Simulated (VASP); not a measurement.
# Cs2AgBiBr6 (Fm-3m) in VASP: further runs, part 2 of 2

VASP 6.6.1.

## (4) Relaxation of the atoms, PBEsol (a relaxed cell with its volume scaled by 0.96)

Contents of INCAR:

```
ALGO = Normal ; EDIFF = 1E-7
EDIFFG = -0.01 ; ENCUT = 600
GGA = PS ; IBRION = 2
ISIF = 2 ; ISMEAR = 0
KPAR = 2 ; LASPH = T
LCHARG = F ; LREAL = F
LWAVE = F ; NELM = 80
NSW = 40 ; PREC = Accurate
SIGMA = 0.03
```

Contents of KPOINTS:

```
k-points
0
Gamma
  4 4 4
```

Contents of POSCAR:

```
Cs2AgBiBr6                              
1.0
    0.0000000000      5.5180112793      5.5180112793
    5.5180112793      0.0000000000      5.5180112793
    5.5180112793      5.5180112793      0.0000000000
  Cs              Ag              Bi              Br            
     2     1     1     6
Direct
     0.2500000000000000    0.2500000000000000    0.2500000000000000
     0.7500000000000000    0.7500000000000000    0.7500000000000000
     0.5000000000000000    0.5000000000000000    0.5000000000000000
     0.0000000000000000    0.0000000000000000    0.0000000000000000
     0.2539881987594086    0.7460118012405914    0.2539881987594086
     0.2539881987594086    0.7460118012405914    0.7460118012405914
     0.7460118012405914    0.2539881987594086    0.7460118012405914
     0.7460118012405914    0.2539881987594086    0.2539881987594086
     0.2539881987594086    0.2539881987594086    0.7460118012405914
     0.7460118012405914    0.7460118012405914    0.2539881987594086
```

Potentials or basis: VASP PAW PBE potentials, release 64 (Cs_sv, Ag, Bi_d, Br).

On the command line:

```console
$ cat potpaw_PBE.64/Cs_sv/POTCAR potpaw_PBE.64/Ag/POTCAR potpaw_PBE.64/Bi_d/POTCAR potpaw_PBE.64/Br/POTCAR > POTCAR
$ mpirun -np 2 vasp_std > vasp.out
```

OUTCAR:

```text
EDIFF = 1E-7
   EDIFFG = -0.01
   ENCUT = 600
   GGA = PS
   IBRION = 2
   ISIF = 2
   ISMEAR = 0
   LASPH = T
   LREAL = F
   NELM = 80
   NSW = 40
   PREC = Accurate

 ion  position               nearest neighbor table
   1  0.250  0.250  0.250-
   2  0.750  0.750  0.750-
   3  0.500  0.500  0.500-   5 2.71   6 2.71   7 2.71   8 2.71   9 2.71  10 2.71
   4  0.000  0.000  0.000-   5 2.80   6 2.80   7 2.80   8 2.80   9 2.80  10 2.80
   5  0.254  0.746  0.254-   3 2.71   4 2.80
   6  0.254  0.746  0.746-   3 2.71   4 2.80
   7  0.746  0.254  0.746-   3 2.71   4 2.80
   8  0.746  0.254  0.254-   3 2.71   4 2.80
   9  0.254  0.254  0.746-   3 2.71   4 2.80
  10  0.746  0.746  0.254-   3 2.71   4 2.80

  LATTYP: Found a face centered cubic cell.
 ALAT       =    11.0360225586

  Lattice vectors:

 A1 = (   0.0000000000,   5.5180112793,   5.5180112793)
 A2 = (   5.5180112793,   0.0000000000,   5.5180112793)
 A3 = (   5.5180112793,   5.5180112793,   0.0000000000)

Analysis of symmetry for initial positions (statically):
=====================================================================
 Subroutine PRICEL returns:
 Original cell was already a primitive cell.

 Routine SETGRP: Setting up the symmetry group for a
 face centered cubic supercell.

 Subroutine GETGRP returns: Found 48 space group operations
 (whereof 48 operations were pure point group operations)
 out of a pool of 48 trial point group operations.

The static configuration has the point symmetry O_h .

Analysis of symmetry for dynamics (positions and initial velocities):
=====================================================================
 Subroutine PRICEL returns:
 Original cell was already a primitive cell.

 Routine SETGRP: Setting up the symmetry group for a
 face centered cubic supercell.

 Subroutine GETGRP returns: Found 48 space group operations
 (whereof 48 operations were pure point group operations)
 out of a pool of 48 trial point group operations.

The dynamic configuration has the point symmetry O_h .

 Subroutine INISYM returns: Found 48 space group operations
 (whereof 48 operations are pure point group operations),
 and found     1 'primitive' translations

----------------------------------------------------------------------------------------

                                     Primitive cell

  volume of cell :     336.0298

  direct lattice vectors                    reciprocal lattice vectors
     0.000000000  5.518011279  5.518011279    -0.090612356  0.090612356  0.090612356
     5.518011279  0.000000000  5.518011279     0.090612356 -0.090612356  0.090612356
     5.518011279  5.518011279  0.000000000     0.090612356  0.090612356 -0.090612356

  length of vectors
     7.803646389  7.803646389  7.803646389     0.156945204  0.156945204  0.156945204

  position of ions in fractional coordinates (direct lattice)
     0.250000000  0.250000000  0.250000000
     0.750000000  0.750000000  0.750000000
     0.500000000  0.500000000  0.500000000
     0.000000000  0.000000000  0.000000000
     0.253988199  0.746011801  0.253988199
[... 26 lines left out ...]

 Generating k-lattice:

  Cartesian coordinates                     Fractional coordinates (reciprocal lattice)
    -0.022653089  0.022653089  0.022653089     0.250000000  0.000000000  0.000000000
     0.022653089 -0.022653089  0.022653089     0.000000000  0.250000000  0.000000000
     0.022653089  0.022653089 -0.022653089     0.000000000  0.000000000  0.250000000

  Length of vectors
     0.039236301  0.039236301  0.039236301

  Shift w.r.t. Gamma in fractional coordinates (k-lattice)
     0.000000000  0.000000000  0.000000000

 Subroutine IBZKPT returns following result:
 ===========================================

 Found      8 irreducible k-points:

 Following reciprocal coordinates:
            Coordinates               Weight
  0.000000  0.000000  0.000000      1.000000
  0.250000  0.000000  0.000000      8.000000
  0.500000  0.000000  0.000000      4.000000
  0.250000  0.250000  0.000000      6.000000
  0.500000  0.250000  0.000000     24.000000
 -0.250000  0.250000  0.000000     12.000000
  0.500000  0.500000  0.000000      3.000000
 -0.250000  0.500000  0.250000      6.000000
   k-points           NKPTS =      8   k-points in BZ     NKDIM =      8   number of bands    NBANDS=     51
   number of dos      NEDOS =    301   number of ions     NIONS =     10
   total plane-waves  NPLWV = 262144
   dimension x,y,z NGX =    64 NGY =   64 NGZ =   64
   dimension x,y,z NGXF=   128 NGYF=  128 NGZF=  128
   ions per type =               2   1   1   6
   NGX,Y,Z   is equivalent  to a cutoff of  13.63, 13.63, 13.63 a.u.
   NGXF,Y,Z  is equivalent  to a cutoff of  27.27, 27.27, 27.27 a.u.
 SYSTEM =  unknown system
   PREC   = accura    normal or accurate (medium, high low for compatibility)
   ISTART =      0    job   : 0-new  1-cont  2-samecut
   ICHARG =      2    charge: 1-file 2-atom 10-const
   ISPIN  =      1    spin polarized calculation?
   LNONCOLLINEAR =      F non collinear calculations
   LSORBIT =      F    spin-orbit coupling
   LASPH  =      T    aspherical Exc in radial PAW
   ENCUT  =  600.0 eV  44.10 Ry    6.64 a.u.  15.59 15.59 15.59*2*pi/ulx,y,z
   NELM   =     80;   NELMIN=  2; NELMDL= -5     # of ELM steps
   EDIFF  = 0.1E-06   stopping-criterion for ELM
   LREAL  =      F    real-space projection
   EDIFFG = -.1E-01   stopping-criterion for IOM
   NSW    =     40    number of steps for IOM
   IBRION =      2    ionic relax: 0-MD 1-quasi-New 2-CG
   NFREE  =      1    steps in history (QN), initial steepest desc. (CG)
   ISIF   =      2    stress and relaxation
   ISYM   =      2    0-nonsym 1-usesym 2-fastsym
   POTIM  = 0.5000    time-step for ionic-motion
   TEBEG  =    0.0;   TEEND  =   0.0 temperature during run
   PSTRESS=    0.0 pullay stress
   NELECT =      86.0000    total number of electrons
   NUPDOWN=      -1.0000    fix difference up-down
   EMIN   =  10.00;   EMAX   =-10.00  energy-range for DOS
   EFERMI =   0.00;   METHOD = LEGACY
   ISMEAR =     0;   SIGMA  =   0.03  broadening in eV -4-tet -1-fermi 0-gaus
   EFERMI_NEDOS =   21; number of points for ismear=-14 and -15
   IALGO  =     38    algorithm
   IMIX   =      4    mixing-type and parameters
     AMIX     =   0.40;   BMIX     =  1.00
     AMIX_MAG =   1.60;   BMIX_MAG =  1.00
  volume/ion in A,a.u.               =      33.60       226.76
  Fermi-wavevector in a.u.,A,eV,Ry     =   1.039398  1.964177 14.699020  1.080347
  Thomas-Fermi vector in A             =   2.173926
   LORBIT       =      0    0 simple, 1 ext, 2 COOP (PROOUT), +10 PAW based schemes
   GGA     = PS    functional components
   LHFCALC =     F    Hartree Fock is set to
   AEXX    =    0.0000 exact exchange contribution
   IVDW    =     0    specifies the selected vdW correction
   LEPSILON=     F    determine dielectric tensor
   LRPA    =     F    only Hartree local field effects (RPA)
 conjugate gradient relaxation of ions
 non-spin polarized calculation
 Gauss-broadening in eV      SIGMA  =   0.03
  energy-cutoff  :      600.00
  volume of cell :      336.03
 maximum number of plane-waves:     11242
 NGX is ok and might be reduce to    64
   NGX = 31   NGY = 31   NGZ = 31

--------------------------------------- Ionic step        1  -------------------------------------------

 number of electron      86.0000002 magnetization

 Free energy of the ion-electron system (eV)
  ---------------------------------------------------
  ext. energy  EPLUGINS =         0.00000000
  ---------------------------------------------------
  free energy    TOTEN  =       -31.77199887 eV

  energy without entropy =      -31.77199887  energy(sigma->0) =      -31.77199887

------------------------ aborting loop because EDIFF is reached ----------------------------------------

  FORCE on cell =-STRESS in cart. coord.  units (eV):
  Direction    XX          YY          ZZ          XY          YZ          ZX
  --------------------------------------------------------------------------------------
  -------------------------------------------------------------------------------------
  Total        2.7500931      2.7500931      2.7500931      0.0000000      0.0000000     -0.0000000
  in kB       13.1123411     13.1123411     13.1123411      0.0000000      0.0000000     -0.0000000
  external PRESSURE =      13.1123411 kB  Pullay stress =       0.0000000 kB
[... 75 lines left out ...]
--------------------------------------- Ionic step        3  -------------------------------------------

 number of electron      86.0000000 magnetization

 Free energy of the ion-electron system (eV)
  ---------------------------------------------------
  ext. energy  EPLUGINS =         0.00000000
  ---------------------------------------------------
  free energy    TOTEN  =       -31.77505447 eV

  energy without entropy =      -31.77505447  energy(sigma->0) =      -31.77505447

 E-fermi :   2.1050     XC(G=0):  -8.6096

 val. band max:        1.8899101745   @ k =   0.5000   0.5000   0.0000
 cond. band min:       2.9149287946   @ k =   0.5000   0.0000   0.0000
 fundamental gap:      1.0250186201
 Fermi energy:         2.1050038499

 k-point     1 :       0.0000    0.0000    0.0000
  band No.  band energies     occupation
      1     -21.3060      2.00000
      2     -21.3060      2.00000
      3     -21.2597      2.00000
      4     -21.2597      2.00000
      5     -21.2597      2.00000
      6     -19.0104      2.00000
[... 458 lines left out ...]
  FREE ENERGIE OF THE ION-ELECTRON SYSTEM (eV)
  ---------------------------------------------------
  free  energy   TOTEN  =       -31.7750544688 eV

  energy  without entropy=      -31.7750544688  energy(sigma->0) =      -31.77505447

 reached required accuracy - stopping structural energy minimisation
```

Wall time 2.2 min (2 MPI ranks of Intel Xeon 6975P-C (Granite Rapids), shared host); peak memory 0.73 GiB.

What came out:

```
Free energy               : -31.7751 eV
Energy gained by relaxing : 0.3 meV/atom
Ionic steps               : 3
Pressure after relaxing   : 1.2 GPa
Band gap on the k mesh    : 1.02 eV, indirect (least direct gap 2.34 eV)
```

Step by step:
```
step  energy change (eV)  largest force (eV/Å)  pressure (GPa)
   1              0.0000                0.1037            1.31
   2             -0.0023                0.0509            1.28
   3             -0.0031                0.0003            1.24
```

Final structure:
```
Cs Ag Bi Br
1.0
     0.00000    5.51801    5.51801
     5.51801    0.00000    5.51801
     5.51801    5.51801    0.00000
Cs Ag Bi Br
2 1 1 6
Direct
  0.25000 0.25000 0.25000
  0.75000 0.75000 0.75000
  0.50000 0.50000 0.50000
  0.00000 0.00000 0.00000
  0.25488 0.74512 0.25488
  0.25488 0.74512 0.74512
  0.74512 0.25488 0.74512
  0.74512 0.25488 0.25488
  0.25488 0.25488 0.74512
  0.74512 0.74512 0.25488
```

Caveat: the PAW data sets were made with another functional, which shifts forces and pressure a little; spin-orbit coupling is left out, which as a rule narrows the gap of such compounds by several tenths of an eV.

## (5) Overview

| task | cell | gap on the mesh (eV) | pressure (GPa) |
| --- | --- | --- | --- |
| relaxation of cell and atoms | relaxed | 1.10 | 0.0 |
| relaxation of the atoms | atoms relaxed from: a relaxed cell with its volume scaled by 0.94 | 0.99 | 2.0 |
| relaxation of the atoms | atoms relaxed from: a relaxed cell with its volume scaled by 0.96 | 1.02 | 1.2 |

Alike in all rows: level PBEsol; potentials or basis VASP PAW PBE potentials, release 64 (Cs_sv, Ag, Bi_d, Br); no spin polarisation; k mesh 4 × 4 × 4; cutoff (eV) 600; smearing gaussian 0.03 eV.

Caveats: the PAW data sets were made with another functional, which shifts forces and pressure a little; spin-orbit coupling is left out, which as a rule narrows the gap of such compounds by several tenths of an eV; the relaxation stopped at its first step, so nothing moved (some runs).

Absolute energies hang on the potentials; compare differences alone.
